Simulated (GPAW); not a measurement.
# Al (Fm-3m) in GPAW: a series of runs

One crystal, Al, is run at these levels: PBEsol, PBEsol+D3, PBEsol+D3(BJ), PBEsol+D3(BJ)+ATM, PBEsol+D4; tasks: relaxation of cell and atoms.

Everything below comes from runs of GPAW 26.7.0. Logs are shortened: lines on timing, memory, paths and dates and some standing lists are left out, and cuts for length are marked. The log counts tension as positive stress, the text compression.

### Step 1. The crystal as given

Symmetry: Fm-3m, No. 225, cubic system. The conventional cell has a = 4.050 Å, b = 4.050 Å, c = 4.050 Å, α = 90.00°, β = 90.00°, γ = 90.00°. Around Al (site symmetry m-3m) lie 12 Al at 2.86 Å.

### Step 2. Relaxation of cell and atoms, PBEsol

run.py

```python
from ase import Atoms
from ase.filters import FrechetCellFilter
from ase.io import write
from ase.optimize import BFGS
from gpaw import GPAW, PW, setup_paths

setup_paths.insert(0, '.')

atoms = Atoms(['Al'],
              cell=[[0.0, 2.024805, 2.024805],
                    [2.024805, 0.0, 2.024805],
                    [2.024805, 2.024805, 0.0]],
              scaled_positions=[[0.0, 0.0, 0.0]],
              pbc=True)

calc = GPAW(mode=PW(600),
            xc='PBEsol',
            kpts={'size': (11, 11, 11), 'gamma': True},
            occupations={'name': 'fermi-dirac', 'width': 0.05},
            nbands=7,
            convergence={'density': 1e-05, 'forces': 0.0001},
            maxiter=150,
            txt='gpaw.txt')
atoms.calc = calc
opt = BFGS(FrechetCellFilter(atoms), trajectory='relax.traj', logfile='-')
done = opt.run(fmax=0.02, steps=60)
calc.write('gs.gpw')
write('result.traj', atoms)
print('Converged:', done)
print('Cell:', atoms.cell.cellpar().round(4))
print('Volume:', round(atoms.get_volume(), 4))
print(atoms.get_scaled_positions().round(5))
```

Potentials or basis: PAW data sets generated in the run's folder for this functional, pw.

Command:

```bash
$ gpaw-setup -f PBEsol Al
$ OMP_NUM_THREADS=1 python run.py
```

gpaw.txt:

```text
__  _  _
 | _ |_)|_||  |
 |__||  | ||/\| - 26.7.0

Input parameters:
  mode=PW(ecut=600.0),
  convergence={'density': 1e-05, 'forces': 0.0001},
  kpts=MonkhorstPack(size=(11, 11, 11), gamma=True),
  maxiter=150,
  nbands=7,
  occupations=Occupations(name='fermi-dirac', width=0.05),
  xc=XC(name='PBEsol')

Diagonalizing LCAO Hamiltonian
Converting LCAO to pw mode

       Al

Atoms  # Å, Bohr magnetons
|   | symbol |        x |        y |        z |    initial magnetic moments |
|---|--------|----------|----------|----------|-----------------------------|
| 0 |     Al | 0.000000 | 0.000000 | 0.000000 | ( 0.0000,  0.0000,  0.0000) |

Unit cell  # Å
| periodic |        x |        y |        z |  lengths |    angles |
|----------|----------|----------|----------|----------|-----------|
|      yes | 0.000000 | 2.024805 | 2.024805 | 2.863507 | 60.000000 |
|      yes | 2.024805 | 0.000000 | 2.024805 | 2.863507 | 60.000000 |
|      yes | 2.024805 | 2.024805 | 0.000000 | 2.863507 | 60.000000 |

Number of symmetries: 48
Symmetry operations  # r_c * U_cc + t_c -> r_c
|    | kind |            matrix            |
|----|------|------------------------------|
|  0 |  σ   |  1, 0, 0,  1, 0,-1,  1,-1, 0 |
|  1 |  C2  |  1, 0, 0,  1,-1, 0,  1, 0,-1 |
|  2 |  E   |  1, 0, 0,  0, 1, 0,  0, 0, 1 |
|  3 |  σ   |  1, 0, 0,  0, 0, 1,  0, 1, 0 |
|  4 |  C4  |  1, 0,-1,  1, 0, 0,  1,-1, 0 |
|  5 |  S6  |  1, 0,-1,  1,-1, 0,  1, 0, 0 |
|  6 |  σ   |  1, 0,-1,  0, 1,-1,  0, 0,-1 |
|  7 |  C3  |  1, 0,-1,  0, 0,-1,  0, 1,-1 |
|  8 |  S6  |  1,-1, 0,  1, 0, 0,  1, 0,-1 |
|  9 |  C4  |  1,-1, 0,  1, 0,-1,  1, 0, 0 |
| 10 |  C3  |  1,-1, 0,  0,-1, 1,  0,-1, 0 |
| 11 |  σ   |  1,-1, 0,  0,-1, 0,  0,-1, 1 |
| 12 |  σ   |  0, 1, 0,  1, 0, 0,  0, 0, 1 |
| 13 |  C4  |  0, 1, 0,  0, 1,-1, -1, 1, 0 |
| 14 |  C3  |  0, 1, 0,  0, 0, 1,  1, 0, 0 |
| 15 |  S6  |  0, 1, 0, -1, 1, 0,  0, 1,-1 |
| 16 |  C2  |  0, 1,-1,  1, 0,-1,  0, 0,-1 |
| 17 |  σ   |  0, 1,-1,  0, 1, 0, -1, 1, 0 |
| 18 |  S4  |  0, 1,-1,  0, 0,-1,  1, 0,-1 |
| 19 |  C4  |  0, 1,-1, -1, 1, 0,  0, 1, 0 |
| 20 |  C3  |  0, 0, 1,  1, 0, 0,  0, 1, 0 |
| 21 |  σ   |  0, 0, 1,  0, 1, 0,  1, 0, 0 |
| 22 |  S6  |  0, 0, 1,  0,-1, 1, -1, 0, 1 |
| 23 |  C4  |  0, 0, 1, -1, 0, 1,  0,-1, 1 |
| 24 |  S4  |  0, 0,-1,  1, 0,-1,  0, 1,-1 |
| 25 |  C3  |  0, 0,-1,  0, 1,-1,  1, 0,-1 |
| 26 |  C2  |  0, 0,-1,  0,-1, 0, -1, 0, 0 |
| 27 |  S6  |  0, 0,-1, -1, 0, 0,  0,-1, 0 |
| 28 |  S4  |  0,-1, 1,  1,-1, 0,  0,-1, 0 |
| 29 |  C4  |  0,-1, 1,  0, 0, 1, -1, 0, 1 |
| 30 |  C2  |  0,-1, 1,  0,-1, 0,  1,-1, 0 |
| 31 |  σ   |  0,-1, 1, -1, 0, 1,  0, 0, 1 |
| 32 |  C3  |  0,-1, 0,  1,-1, 0,  0,-1, 1 |
| 33 |  S6  |  0,-1, 0,  0, 0,-1, -1, 0, 0 |
[... 139 lines left out ...]
Energy contributions:
  Kinetic:           3.821454
  Coulomb:          -1.948425
  Zero:             -0.006833
  External:          0.000000
  Xc:               -5.955876
  Entropy:          -0.003996
  Spinorbit:         0.000000
  ----------------------------
  Free energy:      -4.093676
  Extrapolated:     -4.091678

dipole moment: (-6.959578, -6.959578, -6.959578)  # |e|*Ang

Fermi level: 7.054
Eigenvalues  # (at kpt = [0.000, 0.000, 0.000])
| band index |      eig [eV] | occ [0-2] |
|------------|---------------|-----------|
|          0 |        -4.046 |     2.000 |
|          1 |        19.629 |     0.000 |
|          2 |        19.629 |     0.000 |
|          3 |        19.629 |     0.000 |
|          4 |        21.051 |     0.000 |
|          5 |        21.051 |     0.000 |
|          6 |        21.051 |     0.000 |

No gap
No difference between direct/indirect transitions

Stress tensor  # eV/Ang^3
|         x |         y |        z |
|-----------|-----------|----------|
|  0.011108 | -0.000000 | 0.000000 |
| -0.000000 |  0.011108 | 0.000000 |
|  0.000000 |  0.000000 | 0.011108 |

Forces  # eV/Ang
|       x |       y |       z |
|---------|---------|---------|
| 0.00000 | 0.00000 | 0.00000 |  # Al   0

Interpolating wave functions to new cell

       Al

Atoms  # Å, Bohr magnetons
|   | symbol |        x |        y |        z |    initial magnetic moments |
|---|--------|----------|----------|----------|-----------------------------|
| 0 |     Al | 0.000000 | 0.000000 | 0.000000 | ( 0.0000,  0.0000,  0.0000) |

Unit cell  # Å
| periodic |        x |        y |        z |  lengths |    angles |
|----------|----------|----------|----------|----------|-----------|
|      yes | 0.000000 | 2.019477 | 2.019477 | 2.855972 | 60.000000 |
|      yes | 2.019477 | 0.000000 | 2.019477 | 2.855972 | 60.000000 |
|      yes | 2.019477 | 2.019477 | 0.000000 | 2.855972 | 60.000000 |

Number of symmetries: 48
Symmetry operations  # r_c * U_cc + t_c -> r_c
|    | kind |            matrix            |
|----|------|------------------------------|
|  0 |  σ   |  1, 0, 0,  1, 0,-1,  1,-1, 0 |
|  1 |  C2  |  1, 0, 0,  1,-1, 0,  1, 0,-1 |
|  2 |  E   |  1, 0, 0,  0, 1, 0,  0, 0, 1 |
|  3 |  σ   |  1, 0, 0,  0, 0, 1,  0, 1, 0 |
|  4 |  C4  |  1, 0,-1,  1, 0, 0,  1,-1, 0 |
|  5 |  S6  |  1, 0,-1,  1,-1, 0,  1, 0, 0 |
|  6 |  σ   |  1, 0,-1,  0, 1,-1,  0, 0,-1 |
|  7 |  C3  |  1, 0,-1,  0, 0,-1,  0, 1,-1 |
|  8 |  S6  |  1,-1, 0,  1, 0, 0,  1, 0,-1 |
|  9 |  C4  |  1,-1, 0,  1, 0,-1,  1, 0, 0 |
| 10 |  C3  |  1,-1, 0,  0,-1, 1,  0,-1, 0 |
| 11 |  σ   |  1,-1, 0,  0,-1, 0,  0,-1, 1 |
| 12 |  σ   |  0, 1, 0,  1, 0, 0,  0, 0, 1 |
| 13 |  C4  |  0, 1, 0,  0, 1,-1, -1, 1, 0 |
| 14 |  C3  |  0, 1, 0,  0, 0, 1,  1, 0, 0 |
| 15 |  S6  |  0, 1, 0, -1, 1, 0,  0, 1,-1 |
| 16 |  C2  |  0, 1,-1,  1, 0,-1,  0, 0,-1 |
| 17 |  σ   |  0, 1,-1,  0, 1, 0, -1, 1, 0 |
| 18 |  S4  |  0, 1,-1,  0, 0,-1,  1, 0,-1 |
| 19 |  C4  |  0, 1,-1, -1, 1, 0,  0, 1, 0 |
| 20 |  C3  |  0, 0, 1,  1, 0, 0,  0, 1, 0 |
| 21 |  σ   |  0, 0, 1,  0, 1, 0,  1, 0, 0 |
| 22 |  S6  |  0, 0, 1,  0,-1, 1, -1, 0, 1 |
| 23 |  C4  |  0, 0, 1, -1, 0, 1,  0,-1, 1 |
| 24 |  S4  |  0, 0,-1,  1, 0,-1,  0, 1,-1 |
| 25 |  C3  |  0, 0,-1,  0, 1,-1,  1, 0,-1 |
| 26 |  C2  |  0, 0,-1,  0,-1, 0, -1, 0, 0 |
| 27 |  S6  |  0, 0,-1, -1, 0, 0,  0,-1, 0 |
| 28 |  S4  |  0,-1, 1,  1,-1, 0,  0,-1, 0 |
| 29 |  C4  |  0,-1, 1,  0, 0, 1, -1, 0, 1 |
| 30 |  C2  |  0,-1, 1,  0,-1, 0,  1,-1, 0 |
| 31 |  σ   |  0,-1, 1, -1, 0, 1,  0, 0, 1 |
| 32 |  C3  |  0,-1, 0,  1,-1, 0,  0,-1, 1 |
| 33 |  S6  |  0,-1, 0,  0, 0,-1, -1, 0, 0 |
[... 138 lines left out ...]
Energy contributions:
  Kinetic:           4.096394
  Coulomb:          -2.154709
  Zero:             -0.007038
  External:          0.000000
  Xc:               -6.025542
  Entropy:          -0.003980
  Spinorbit:         0.000000
  ----------------------------
  Free energy:      -4.094876
  Extrapolated:     -4.092885

dipole moment: (-6.940628, -6.940628, -6.940628)  # |e|*Ang

Fermi level: 7.128
Eigenvalues  # (at kpt = [0.000, 0.000, 0.000])
| band index |      eig [eV] | occ [0-2] |
|------------|---------------|-----------|
|          0 |        -4.025 |     2.000 |
|          1 |        19.749 |     0.000 |
|          2 |        19.749 |     0.000 |
|          3 |        19.749 |     0.000 |
|          4 |        21.230 |     0.000 |
|          5 |        21.230 |     0.000 |
|          6 |        21.230 |     0.000 |

No gap
No difference between direct/indirect transitions

Stress tensor  # eV/Ang^3
|         x |         y |        z |
|-----------|-----------|----------|
|  0.007305 | -0.000000 | 0.000000 |
| -0.000000 |  0.007305 | 0.000000 |
|  0.000000 |  0.000000 | 0.007305 |

Forces  # eV/Ang
|        x |       y |       z |
|----------|---------|---------|
| -0.00000 | 0.00000 | 0.00000 |  # Al   0

Interpolating wave functions to new cell

       Al

Atoms  # Å, Bohr magnetons
|   | symbol |         x |        y |        z |    initial magnetic moments |
|---|--------|-----------|----------|----------|-----------------------------|
| 0 |     Al | -0.000000 | 0.000000 | 0.000000 | ( 0.0000,  0.0000,  0.0000) |

Unit cell  # Å
| periodic |         x |         y |         z |  lengths |    angles |
|----------|-----------|-----------|-----------|----------|-----------|
|      yes | -0.000000 |  2.009516 |  2.009516 | 2.841885 | 60.000000 |
|      yes |  2.009516 | -0.000000 |  2.009516 | 2.841885 | 60.000000 |
|      yes |  2.009516 |  2.009516 | -0.000000 | 2.841885 | 60.000000 |

Number of symmetries: 48
Symmetry operations  # r_c * U_cc + t_c -> r_c
|    | kind |            matrix            |
|----|------|------------------------------|
|  0 |  σ   |  1, 0, 0,  1, 0,-1,  1,-1, 0 |
|  1 |  C2  |  1, 0, 0,  1,-1, 0,  1, 0,-1 |
|  2 |  E   |  1, 0, 0,  0, 1, 0,  0, 0, 1 |
|  3 |  σ   |  1, 0, 0,  0, 0, 1,  0, 1, 0 |
|  4 |  C4  |  1, 0,-1,  1, 0, 0,  1,-1, 0 |
|  5 |  S6  |  1, 0,-1,  1,-1, 0,  1, 0, 0 |
|  6 |  σ   |  1, 0,-1,  0, 1,-1,  0, 0,-1 |
|  7 |  C3  |  1, 0,-1,  0, 0,-1,  0, 1,-1 |
|  8 |  S6  |  1,-1, 0,  1, 0, 0,  1, 0,-1 |
|  9 |  C4  |  1,-1, 0,  1, 0,-1,  1, 0, 0 |
| 10 |  C3  |  1,-1, 0,  0,-1, 1,  0,-1, 0 |
| 11 |  σ   |  1,-1, 0,  0,-1, 0,  0,-1, 1 |
| 12 |  σ   |  0, 1, 0,  1, 0, 0,  0, 0, 1 |
| 13 |  C4  |  0, 1, 0,  0, 1,-1, -1, 1, 0 |
| 14 |  C3  |  0, 1, 0,  0, 0, 1,  1, 0, 0 |
| 15 |  S6  |  0, 1, 0, -1, 1, 0,  0, 1,-1 |
| 16 |  C2  |  0, 1,-1,  1, 0,-1,  0, 0,-1 |
| 17 |  σ   |  0, 1,-1,  0, 1, 0, -1, 1, 0 |
| 18 |  S4  |  0, 1,-1,  0, 0,-1,  1, 0,-1 |
| 19 |  C4  |  0, 1,-1, -1, 1, 0,  0, 1, 0 |
| 20 |  C3  |  0, 0, 1,  1, 0, 0,  0, 1, 0 |
| 21 |  σ   |  0, 0, 1,  0, 1, 0,  1, 0, 0 |
| 22 |  S6  |  0, 0, 1,  0,-1, 1, -1, 0, 1 |
| 23 |  C4  |  0, 0, 1, -1, 0, 1,  0,-1, 1 |
| 24 |  S4  |  0, 0,-1,  1, 0,-1,  0, 1,-1 |
| 25 |  C3  |  0, 0,-1,  0, 1,-1,  1, 0,-1 |
| 26 |  C2  |  0, 0,-1,  0,-1, 0, -1, 0, 0 |
| 27 |  S6  |  0, 0,-1, -1, 0, 0,  0,-1, 0 |
| 28 |  S4  |  0,-1, 1,  1,-1, 0,  0,-1, 0 |
| 29 |  C4  |  0,-1, 1,  0, 0, 1, -1, 0, 1 |
| 30 |  C2  |  0,-1, 1,  0,-1, 0,  1,-1, 0 |
| 31 |  σ   |  0,-1, 1, -1, 0, 1,  0, 0, 1 |
| 32 |  C3  |  0,-1, 0,  1,-1, 0,  0,-1, 1 |
| 33 |  S6  |  0,-1, 0,  0, 0,-1, -1, 0, 0 |
[... 138 lines left out ...]
Energy contributions:
  Kinetic:           4.625492
  Coulomb:          -2.552124
  Zero:             -0.007431
  External:          0.000000
  Xc:               -6.157728
  Entropy:          -0.003949
  Spinorbit:         0.000000
  ----------------------------
  Free energy:      -4.095739
  Extrapolated:     -4.093765

dipole moment: (-6.905210, -6.905210, -6.905210)  # |e|*Ang

Fermi level: 7.268
Eigenvalues  # (at kpt = [0.000, 0.000, 0.000])
| band index |      eig [eV] | occ [0-2] |
|------------|---------------|-----------|
|          0 |        -3.986 |     2.000 |
|          1 |        19.974 |     0.000 |
|          2 |        19.974 |     0.000 |
|          3 |        19.974 |     0.000 |
|          4 |        21.569 |     0.000 |
|          5 |        21.569 |     0.000 |
|          6 |        21.569 |     0.000 |

No gap
No difference between direct/indirect transitions

Stress tensor  # eV/Ang^3
|         x |         y |         z |
|-----------|-----------|-----------|
| -0.000209 |  0.000000 | -0.000000 |
|  0.000000 | -0.000209 | -0.000000 |
| -0.000000 | -0.000000 | -0.000209 |

Forces  # eV/Ang
|       x |       y |       z |
|---------|---------|---------|
| 0.00000 | 0.00000 | 0.00000 |  # Al   0

# Writing to gs.gpw (mode='')
```

Run time: 27 s. Hardware: 1 thread of Arm Neoverse N1, shared host; peak memory 0.14 GiB.

What came out:

```yaml
Free_energy: -4.0957 eV
Relaxed_volume: 16.23 Å³/atom
Relaxed_cell: a = 2.842 Å, b = 2.842 Å, c = 2.842 Å, α = 60.00°, β = 60.00°, γ = 60.00°
Space_group_after_relaxing_to_0.05_Å: Fm-3m (No. 225)
Energy_gained_by_relaxing: 2.1 meV/atom
Ionic_steps: 3
Pressure_after_relaxing: 0.0 GPa
Band_gap_on_the_k_mesh: none (metal or under the smearing width)
```

The path:
| step | energy change (eV) | largest force (eV/Å) | pressure (GPa) | volume (Å³) |
| --- | --- | --- | --- | --- |
| 1 | 0.0000 | 0.0000 | -1.78 | 16.60 |
| 2 | -0.0012 | 0.0000 | -1.17 | 16.47 |
| 3 | -0.0021 | 0.0000 | 0.03 | 16.23 |

Final structure:
```
CELL_PARAMETERS angstrom
0.00000 2.00952 2.00952
2.00952 0.00000 2.00952
2.00952 2.00952 0.00000
ATOMIC_POSITIONS crystal
Al 0.00000 0.00000 0.00000
```

Caveat: later steps reuse the first step's grids.

### Step 3. Relaxation of cell and atoms, PBEsol+D3

run.py, as its differences from that of step 2:

```diff
@@ -1,2 +1,3 @@
 from ase import Atoms
+from ase.calculators.mixing import SumCalculator
 from ase.filters import FrechetCellFilter
@@ -4,2 +5,3 @@
 from ase.optimize import BFGS
+from dftd3.ase import DFTD3
 from gpaw import GPAW, PW, setup_paths
@@ -23,3 +25,3 @@
             txt='gpaw.txt')
-atoms.calc = calc
+atoms.calc = SumCalculator([calc, DFTD3(method='pbesol', damping='d3zero')])
 opt = BFGS(FrechetCellFilter(atoms), trajectory='relax.traj', logfile='-')
```

Potentials or basis: PAW data sets generated in the run's folder for this functional, pw.

Command:

```bash
$ gpaw-setup -f PBEsol Al
$ OMP_NUM_THREADS=1 python run.py
```

gpaw.txt:

```text
__  _  _
 | _ |_)|_||  |
 |__||  | ||/\| - 26.7.0

Input parameters:
  mode=PW(ecut=600.0),
  convergence={'density': 1e-05, 'forces': 0.0001},
  kpts=MonkhorstPack(size=(11, 11, 11), gamma=True),
  maxiter=150,
  nbands=7,
  occupations=Occupations(name='fermi-dirac', width=0.05),
  xc=XC(name='PBEsol')

Diagonalizing LCAO Hamiltonian
Converting LCAO to pw mode

       Al

Atoms  # Å, Bohr magnetons
|   | symbol |        x |        y |        z |    initial magnetic moments |
|---|--------|----------|----------|----------|-----------------------------|
| 0 |     Al | 0.000000 | 0.000000 | 0.000000 | ( 0.0000,  0.0000,  0.0000) |

Unit cell  # Å
| periodic |        x |        y |        z |  lengths |    angles |
[... 461 lines left out ...]
|   | symbol |         x |        y |         z |    initial magnetic moments |
|---|--------|-----------|----------|-----------|-----------------------------|
| 0 |     Al | -0.000000 | 0.000000 | -0.000000 | ( 0.0000,  0.0000,  0.0000) |

Unit cell  # Å
| periodic |         x |         y |        z |  lengths |    angles |
|----------|-----------|-----------|----------|----------|-----------|
|      yes | -0.000000 |  1.995902 | 1.995902 | 2.822632 | 60.000000 |
|      yes |  1.995902 | -0.000000 | 1.995902 | 2.822632 | 60.000000 |
|      yes |  1.995902 |  1.995902 | 0.000000 | 2.822632 | 60.000000 |

Number of symmetries: 48
Symmetry operations  # r_c * U_cc + t_c -> r_c
|    | kind |            matrix            |
|----|------|------------------------------|
|  0 |  σ   |  1, 0, 0,  1, 0,-1,  1,-1, 0 |
|  1 |  C2  |  1, 0, 0,  1,-1, 0,  1, 0,-1 |
|  2 |  E   |  1, 0, 0,  0, 1, 0,  0, 0, 1 |
|  3 |  σ   |  1, 0, 0,  0, 0, 1,  0, 1, 0 |
|  4 |  C4  |  1, 0,-1,  1, 0, 0,  1,-1, 0 |
|  5 |  S6  |  1, 0,-1,  1,-1, 0,  1, 0, 0 |
|  6 |  σ   |  1, 0,-1,  0, 1,-1,  0, 0,-1 |
|  7 |  C3  |  1, 0,-1,  0, 0,-1,  0, 1,-1 |
|  8 |  S6  |  1,-1, 0,  1, 0, 0,  1, 0,-1 |
[... 189 lines left out ...]
No gap
No difference between direct/indirect transitions

Stress tensor  # eV/Ang^3
|         x |         y |         z |
|-----------|-----------|-----------|
| -0.011363 |  0.000000 |  0.000000 |
|  0.000000 | -0.011363 | -0.000000 |
|  0.000000 | -0.000000 | -0.011363 |

Forces  # eV/Ang
|        x |       y |       z |
|----------|---------|---------|
| -0.00000 | 0.00000 | 0.00000 |  # Al   0

# Writing to gs.gpw (mode='')
```

stdout:

```text
Step          Energy          fmax
BFGS:    0       -4.219493        0.345338
BFGS:    1       -4.223748        0.226838
BFGS:    2       -4.226840        0.012745
Converged: True
Cell: [ 2.8226  2.8226  2.8226 60.     60.     60.    ]
Volume: 15.9019
[[0. 0. 0.]]
```

Run time: 25 s. Hardware: 1 thread of Arm Neoverse N1, shared host; peak memory 0.15 GiB.

Results:

- Free energy: -4.2288 eV
- Relaxed volume: 15.90 Å³/atom
- Relaxed cell: a = 2.823 Å, b = 2.823 Å, c = 2.823 Å, α = 60.00°, β = 60.00°, γ = 60.00°
- Space group after relaxing (to 0.05 Å): Fm-3m (No. 225)
- Energy gained by relaxing: 7.3 meV/atom
- Ionic steps: 3
- Pressure after relaxing: 0.1 GPa
- Band gap on the k mesh: none (metal or under the smearing width)
- Dispersion energy per atom: -0.135 eV

Step by step:
| step | energy change (eV) | largest force (eV/Å) | pressure (GPa) | volume (Å³) |
| --- | --- | --- | --- | --- |
| 1 | 0.0000 | 0.0000 | -3.33 | 16.60 |
| 2 | -0.0043 | 0.0000 | -2.22 | 16.36 |
| 3 | -0.0073 | 0.0000 | 0.13 | 15.90 |

Final structure:
```
CELL_PARAMETERS angstrom
0.00000 1.99590 1.99590
1.99590 0.00000 1.99590
1.99590 1.99590 0.00000
ATOMIC_POSITIONS crystal
Al 0.00000 0.00000 0.00000
```

Caveat: later steps reuse the first step's grids; pairwise dispersion overbinds metals, which lowers pressure and volume.

### Step 4. Relaxation of cell and atoms, PBEsol+D3(BJ)

run.py, as its differences from that of step 3:

```diff
@@ -25,3 +25,3 @@
             txt='gpaw.txt')
-atoms.calc = SumCalculator([calc, DFTD3(method='pbesol', damping='d3zero')])
+atoms.calc = SumCalculator([calc, DFTD3(method='pbesol', damping='d3bj')])
 opt = BFGS(FrechetCellFilter(atoms), trajectory='relax.traj', logfile='-')
```

Command:

```bash
$ gpaw-setup -f PBEsol Al
$ OMP_NUM_THREADS=1 python run.py
```

Run time: 30 s. Hardware: 1 thread of Arm Neoverse N1, shared host; peak memory 0.15 GiB.

Results (log left out):

- Free energy: -4.4245 eV
- Relaxed volume: 15.63 Å³/atom
- Relaxed cell: a = 2.806 Å, b = 2.806 Å, c = 2.806 Å, α = 60.00°, β = 60.00°, γ = 60.00°
- Space group after relaxing (to 0.05 Å): Fm-3m (No. 225)
- Energy gained by relaxing: 15.8 meV/atom
- Ionic steps: 4
- Pressure after relaxing: 0.0 GPa
- Band gap on the k mesh: none (metal or under the smearing width)
- Dispersion energy per atom: -0.335 eV

Step by step:
| step | energy change (eV) | largest force (eV/Å) | pressure (GPa) | volume (Å³) |
| --- | --- | --- | --- | --- |
| 1 | 0.0000 | 0.0000 | -4.88 | 16.60 |
| 2 | -0.0091 | 0.0000 | -3.29 | 16.25 |
| 3 | -0.0157 | 0.0000 | 0.27 | 15.58 |
| 4 | -0.0158 | 0.0000 | -0.01 | 15.63 |

Final structure:
```yaml
crystal:
  lattice:
    - [0.00000, 1.98431, 1.98431]
    - [1.98431, 0.00000, 1.98431]
    - [1.98431, 1.98431, 0.00000]
  atoms:
    - { symbol: Al, position: [0.00000, 0.00000, 0.00000] }
```

Levels at points of the mesh, in eV from the Fermi level:
| k point | band 1 | band 2 | band 3 | band 4 |
| --- | --- | --- | --- | --- |
| (0.00, 0.00, 0.00) | -11.51 | 12.93 | 12.93 | 12.93 |

Caveat: later steps reuse the first step's grids; pairwise dispersion overbinds metals, which lowers pressure and volume.

(Continued in part 2 of 2.)
